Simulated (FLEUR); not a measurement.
# HfO2 (P4_2/nmc) in FLEUR: notebook

The runs below take HfO2 through single point, with PBEsol.

Everything below comes from runs of FLEUR MaX-R8.1 (later development tree). Logs are shortened: lines on timing, memory, paths and dates and some standing lists are left out, and cuts for length are marked.

### Step 1. Starting point

The structure is tetragonal, space group P4_2/nmc (No. 137). Conventional cell: a = 3.558 Å, b = 3.558 Å, c = 5.172 Å, α = 90.00°, β = 90.00°, γ = 90.00°. Hf (site symmetry -4m2) has 4 O at 2.05 Å as nearest neighbours. O (site symmetry 2mm) has 2 Hf at 2.05 Å as nearest neighbours.

Measurements of this composition are mostly on another form, of space group No. 14.

### Step 2. Single point, PBEsol

inp.xml

```xml
<?xml version="1.0" encoding="UTF-8" standalone="no"?>
<fleurInput fleurInputVersion="0.39">
   <comment>
      HfO2                                                                                                
   </comment>
   <calculationSetup>
      <cutoffs Kmax="5.37" Gmax="16.7" GmaxXC="16.7" numbands="0"/>
      <scfLoop itmax="60" minDistance="0.00001" maxIterBroyd="15" imix="Anderson" alpha="0.05" precondParam="0.0" spinf="2.0" sdNocoIR="T"/>
      <coreElectrons ctail="T" frcor="F" kcrel="0" coretail_lmax="0"/>
      <xcFunctional name="PBEs" relativisticCorrections="F"/>
      <magnetism jspins="1"/>
      <soc l_soc="F" theta="0.0" phi="0.0" spav="F"/>
      <expertModes spex="0" secvar="F"/>
      <geometryOptimization l_f="T" forcealpha="1.0" forcemix="BFGS" epsdisp="0.0005" epsforce="0.0002"/>
      <ldaU l_linMix="F" mixParam="0.05" spinf="1.0"/>
   </calculationSetup>
   <cell>
      <bzIntegration valenceElectrons="76.0" mode="hist" fermiSmearingEnergy="0.00183747">
         <kPointListSelection listName="default-1"/>
         <!-- k-points included here -->
         <xi:include xmlns:xi="http://www.w3.org/2001/XInclude" href="kpts.xml"> </xi:include>
      </bzIntegration>
      <!-- symmetry operations included here -->
      <xi:include xmlns:xi="http://www.w3.org/2001/XInclude" href="sym.xml"> </xi:include>
      <bulkLattice scale="1.0">
         <bravaisMatrix>
            <row-1>    6.7236820797327885     0.0000000000000000     0.0000000000000000</row-1>
            <row-2>    0.0000000000000000     6.7236820797327885     0.0000000000000000</row-2>
            <row-3>    0.0000000000000000     0.0000000000000000     9.7734012413423663</row-3>
         </bravaisMatrix>
      </bulkLattice>
   </cell>
   <atomSpecies>
[... 14 lines left out ...]
      </species>
      <species name="Oxygen (O)" element="O" atomicNumber="8">
         <mtSphere radius="1.34" gridPoints="453" logIncrement="0.023"/>
         <atomicCutoffs lmax="8" lnonsphr="8"/>
         <electronConfig flipSpins="F">
            <coreConfig>(1s1/2)</coreConfig>
            <valenceConfig>(2s1/2) (2p1/2) (2p3/2)</valenceConfig>
            <stateOccupation state="(2p1/2)" spinUp="0.666667" spinDown="0.666667"/>
            <stateOccupation state="(2p3/2)" spinUp="1.333333" spinDown="1.333333"/>
         </electronConfig>
         <energyParameters s="2" p="2" d="3" f="4"/>
         <lo type="SCLO" l="0" n="2" eDeriv="2"/>
         <lo type="SCLO" l="1" n="2" eDeriv="2"/>
         <lo type="SCLO" l="2" n="3" eDeriv="2"/>
      </species>
   </atomSpecies>
   <atomGroups>
      <atomGroup species="Hafnium (Hf)">
         <relPos label="                   1">-1.000/4.000 -1.000/4.000 -1.000/4.000</relPos>
         <relPos label="                   2">1.000/4.000 1.000/4.000 1.000/4.000</relPos>
         <force calculate="T" relaxXYZ="TTT"/>
      </atomGroup>
      <atomGroup species="Oxygen (O)">
         <relPos label="                   3">-1.000/4.000 1.000/4.000 -.0527921200</relPos>
         <relPos label="                   4">1.000/4.000 -1.000/4.000 .0527921200</relPos>
         <relPos label="                   5">1.000/4.000 -1.000/4.000 -.4472078800</relPos>
         <relPos label="                   6">-1.000/4.000 1.000/4.000 .4472078800</relPos>
         <force calculate="T" relaxXYZ="TTT"/>
      </atomGroup>
   </atomGroups>
   <output dos="F" band="F" slice="F">
      <checks vchk="F" cdinf="F"/>
      <bandDOS minEnergy="-.5*Htr" maxEnergy="0.5*Htr" sigma="0.015" storeEVData="T"/>
      <vacuumDOS vacdos="F" integ="F" star="F" nstars="0" locx1="0.0" locy1="0.0" locx2="0.0" locy2="0.0" nstm="0" tworkf="0.0"/>
      <unfoldingBand unfoldBand="F" supercellX="1" supercellY="1" supercellZ="1"/>
      <plotting iplot="0" polar="F">
         <plot TwoD="T" vec1="  1.0  0.0  0.0" vec2="  0.0  1.0  0.0" vec3="  0.0  0.0  1.0" zero="  0.0  0.0  0.0" file="plot"/>
      </plotting>
      <chargeDensitySlicing numkpt="0" minEigenval="0.0" maxEigenval="0.0" nnne="0" pallst="F"/>
      <specialOutput eonly="F"/>
      <moessbauerParams electricFieldGradient="T" isomerShift="T" coreHyperfine="T" valenceHyperfine="T"/>
      <magneticCircularDichroism mcd="F" energyLo="-10.0" energyUp="0.0"/>
   </output>
  <!-- We include the file relax.xml here to enable relaxations (see documentation) -->
  <xi:include xmlns:xi="http://www.w3.org/2001/XInclude" href="relax.xml"> <xi:fallback/> </xi:include>
</fleurInput>
```

crystal.txt

```
HfO2
&input cartesian=F /
3.5580193300  0.0000000000  0.0000000000
0.0000000000  3.5580193300  0.0000000000
0.0000000000  0.0000000000  5.1718612100
1.8897261246
1.0 1.0 1.0

6
72 0.0000000000  0.0000000000  0.0000000000
72 0.5000000000  0.5000000000  0.5000000000
8 0.0000000000  0.5000000000  0.1972078800
8 0.5000000000  0.0000000000  0.3027921200
8 0.5000000000  0.0000000000  0.8027921200
8 0.0000000000  0.5000000000  0.6972078800

&kpt div1=8 div2=8 div3=5 gamma=T /
```

Potentials or basis: all-electron, FLAPW.

Command:

```bash
$ inpgen -f crystal.txt -profile fastHighL
$ # inp.xml edited to the form shown
$ mpirun -n 4 fleur_MPI -pe_per_kpt 1
```

Output:

```text
Welcome to FLEUR        (www.flapw.de)
      MaX-Release 8.1          (www.max-centre.eu)

 ========== k-point set info ==========
 Selected k-point list: default-1
 k-point list type: mesh
 8 x 8 x 5
 Number of k points: 45

 ------------Calculation Setup---------------------------
 Number of MPI-tasks      :            4
 Number of PE/node        :            4
 Number of OMP-threads    :            1
 Using exactly            1  PE per kpt
 k-points in parallel     :            4
 Using exactly            1  PE per kpt
 Using exactly            1  PE per kpt
 pe's per k-point         :            1
 No of k-point loops      :           11
 Info/Warning             : your k-point parallelism is not fully load-balanced
 Using exactly            1  PE per kpt
 Eigenvalue solver        :       lapack
 Number of basis functions:         1360
 Approximate size of matrices (H+S) per k-point:         0.028 GB
 --------------------------------------------------------
 Iteration:     1   Distance:      31.07397679 me/bohr^3
 Iteration:     2   Distance:      26.44233404 me/bohr^3
 Iteration:     3   Distance:       9.12178693 me/bohr^3
 Iteration:     4   Distance:       8.61056289 me/bohr^3
 Iteration:     5   Distance:       4.52887471 me/bohr^3
 Iteration:     6   Distance:       1.05255437 me/bohr^3
 Iteration:     7   Distance:       0.70451181 me/bohr^3
 Iteration:     8   Distance:       0.10699939 me/bohr^3
 Iteration:     9   Distance:       0.09218421 me/bohr^3
 Iteration:    10   Distance:       0.01746494 me/bohr^3
 Iteration:    11   Distance:       0.00258196 me/bohr^3
 Iteration:    12   Distance:       0.00180751 me/bohr^3
 Iteration:    13   Distance:       0.00020135 me/bohr^3
 Iteration:    14   Distance:       0.00023394 me/bohr^3
 Iteration:    15   Distance:       0.00002597 me/bohr^3
 Iteration:    16   Distance:       0.00002436 me/bohr^3
 Iteration:    17   Distance:       0.00001015 me/bohr^3
 Iteration:    18   Distance:       0.00000193 me/bohr^3

 Reset of history

 ********************************************************************
 Run finished successfully
 Stop message:
   Structural relaxation: new displacements generated
 ********************************************************************
```

Run time: 90 s. Hardware: 4 MPI ranks of AMD EPYC 9R45 (Zen 5), shared host.

What came out:

```
Free energy                                           : -829596.4502 eV
Largest force                                         : 0.092 eV/Å
Band gap on the k mesh                                : 4.64 eV, indirect (least direct gap 4.71 eV)
Valence electrons inside the program's atomic spheres : Hf 22.75; O 4.32 (radii Hf 2.17, O 1.34 bohr)
```

Forces in eV/Å, atoms in the order of the input:
```
Hf   0.000  0.000  0.000
Hf   0.000  0.000  0.000
O    0.000  0.000  0.092
O    0.000  0.000 -0.092
O    0.000  0.000 -0.092
O    0.000  0.000  0.092
```

Core levels (eV from the Fermi level):
```tsv
atom	levels
1 Hf	1s1/2 -65170.2, 2s1/2 -11132.9, 2p1/2 -10632.6, 2p3/2 -9441.3, 3s1/2 -2531.0, 3p1/2 -2309.3, 3p3/2 -2054.0, 4s1/2 -504.1, 3d3/2 -1678.8, 3d5/2 -1623.1, 4p1/2 -413.3, 4p3/2 -354.8, 4d3/2 -205.6, 4d5/2 -194.9
2 Hf	1s1/2 -65170.2, 2s1/2 -11132.9, 2p1/2 -10632.6, 2p3/2 -9441.3, 3s1/2 -2531.0, 3p1/2 -2309.3, 3p3/2 -2054.0, 4s1/2 -504.1, 3d3/2 -1678.8, 3d5/2 -1623.1, 4p1/2 -413.3, 4p3/2 -354.8, 4d3/2 -205.6, 4d5/2 -194.9
3 O	1s1/2 -501.8
4 O	1s1/2 -501.8
5 O	1s1/2 -501.8
6 O	1s1/2 -501.8
```

Caveat: spin-orbit coupling is left out, which moves the levels of the heavy elements; an odd mesh through Γ misses points on the zone boundary, where band edges often lie.

### Step 3. Single point, PBEsol (atoms moved at random, drawn with an rms of 0.05 Å)

Changes to inp.xml since step 2:

```diff
@@ -34,3 +34,3 @@
       <species name="Hafnium (Hf)" element="Hf" atomicNumber="72">
-         <mtSphere radius="2.17" gridPoints="735" logIncrement="0.018"/>
+         <mtSphere radius="2.17" gridPoints="715" logIncrement="0.018"/>
          <atomicCutoffs lmax="9" lnonsphr="9"/>
@@ -49,3 +49,3 @@
       <species name="Oxygen (O)" element="O" atomicNumber="8">
-         <mtSphere radius="1.34" gridPoints="453" logIncrement="0.023"/>
+         <mtSphere radius="1.34" gridPoints="443" logIncrement="0.024"/>
          <atomicCutoffs lmax="8" lnonsphr="8"/>
@@ -65,4 +65,7 @@
       <atomGroup species="Hafnium (Hf)">
-         <relPos label="                   1">-1.000/4.000 -1.000/4.000 -1.000/4.000</relPos>
-         <relPos label="                   2">1.000/4.000 1.000/4.000 1.000/4.000</relPos>
+         <relPos label="                   1">.0020750000 .0102890000 .0108770000</relPos>
+         <force calculate="T" relaxXYZ="TTT"/>
+      </atomGroup>
+      <atomGroup species="Hafnium (Hf)">
+         <relPos label="                   2">-.4868850000 -.4968990000 .4943820000</relPos>
          <force calculate="T" relaxXYZ="TTT"/>
@@ -70,6 +73,15 @@
       <atomGroup species="Oxygen (O)">
-         <relPos label="                   3">-1.000/4.000 1.000/4.000 -.0527921200</relPos>
-         <relPos label="                   4">1.000/4.000 -1.000/4.000 .0527921200</relPos>
-         <relPos label="                   5">1.000/4.000 -1.000/4.000 -.4472078800</relPos>
-         <relPos label="                   6">-1.000/4.000 1.000/4.000 .4472078800</relPos>
+         <relPos label="                   3">-.0122120000 -.4928490000 .1961360000</relPos>
+         <force calculate="T" relaxXYZ="TTT"/>
+      </atomGroup>
+      <atomGroup species="Oxygen (O)">
+         <relPos label="                   4">-.4979220000 -.0046630000 .2965140000</relPos>
+         <force calculate="T" relaxXYZ="TTT"/>
+      </atomGroup>
+      <atomGroup species="Oxygen (O)">
+         <relPos label="                   5">.4937540000 .0021230000 -.1899670000</relPos>
+         <force calculate="T" relaxXYZ="TTT"/>
+      </atomGroup>
+      <atomGroup species="Oxygen (O)">
+         <relPos label="                   6">-.0032490000 .4955920000 -.3083720000</relPos>
          <force calculate="T" relaxXYZ="TTT"/>
```

crystal.txt

```
HfO2
&input cartesian=F /
3.5580193300  0.0000000000  0.0000000000
0.0000000000  3.5580193300  0.0000000000
0.0000000000  0.0000000000  5.1718612100
1.8897261246
1.0 1.0 1.0

6
72 0.0020750000  0.0102890000  0.0108770000
72 0.5131150000  0.5031010000  0.4943820000
8 -0.0122120000  0.5071510000  0.1961360000
8 0.5020780000  -0.0046630000  0.2965140000
8 0.4937540000  0.0021230000  0.8100330000
8 -0.0032490000  0.4955920000  0.6916280000

&kpt div1=8 div2=8 div3=5 gamma=T /
```

Potentials or basis: all-electron, FLAPW.

Command:

```bash
$ inpgen -f crystal.txt -profile fastHighL
$ # inp.xml edited to the form shown
$ mpirun -n 4 fleur_MPI -pe_per_kpt 1
```

It took 18 min on 4 MPI ranks of AMD EPYC 9R45 (Zen 5), shared host.

Results (log left out):

- Free energy: -829596.3335 eV
- Largest force: 1.556 eV/Å
- Band gap on the k mesh: 4.45 eV, indirect (least direct gap 4.52 eV)
- Valence electrons inside the program's atomic spheres: Hf 22.77, 22.75; O 4.34, 4.33, 4.31 (radii Hf 2.17, O 1.34 bohr)

Forces in eV/Å, atoms in the order of the input:
```
Hf  -0.308 -0.110 -1.521
Hf  -0.536 -0.293  1.032
O    0.199 -0.193  0.402
O   -0.268  0.647  0.412
O    0.424 -0.100 -0.454
O    0.486  0.048  0.126
```

Levels at points of the mesh, in eV from the valence-band top:
| k point | band 36 | band 37 | band 38 | band 39 | band 40 | band 41 |
| --- | --- | --- | --- | --- | --- | --- |
| (0.00, 0.00, 0.00) | -0.53 | -0.32 | -0.08 | 4.45 | 4.47 | 5.71 |
| (0.00, 0.50, 0.00) | -1.59 | -0.28 | -0.26 | 4.80 | 4.86 | 5.81 |
| (0.50, 0.00, 0.00) | -1.53 | -0.44 | -0.41 | 4.82 | 4.88 | 5.91 |
| (0.50, 0.50, 0.00) | -0.98 | -0.72 | -0.68 | 5.44 | 5.60 | 5.91 |

Core levels (eV from the Fermi level):
```
atom                                                                                                                                                                                                          levels
1 Hf  1s1/2 -65170.3, 2s1/2 -11133.0, 2p1/2 -10632.8, 2p3/2 -9441.5, 3s1/2 -2531.2, 3p1/2 -2309.5, 3p3/2 -2054.2, 4s1/2 -504.3, 3d3/2 -1678.9, 3d5/2 -1623.3, 4p1/2 -413.5, 4p3/2 -355.0, 4d3/2 -205.8, 4d5/2 -195.1
2 Hf  1s1/2 -65170.5, 2s1/2 -11133.2, 2p1/2 -10632.9, 2p3/2 -9441.6, 3s1/2 -2531.3, 3p1/2 -2309.6, 3p3/2 -2054.3, 4s1/2 -504.4, 3d3/2 -1679.1, 3d5/2 -1623.4, 4p1/2 -413.6, 4p3/2 -355.1, 4d3/2 -205.9, 4d5/2 -195.2
 3 O                                                                                                                                                                                                    1s1/2 -502.2
 4 O                                                                                                                                                                                                    1s1/2 -502.2
 5 O                                                                                                                                                                                                    1s1/2 -501.8
 6 O                                                                                                                                                                                                    1s1/2 -501.8
```

Caveat: spin-orbit coupling is left out, which moves the levels of the heavy elements; an odd mesh through Γ misses points on the zone boundary, where band edges often lie.
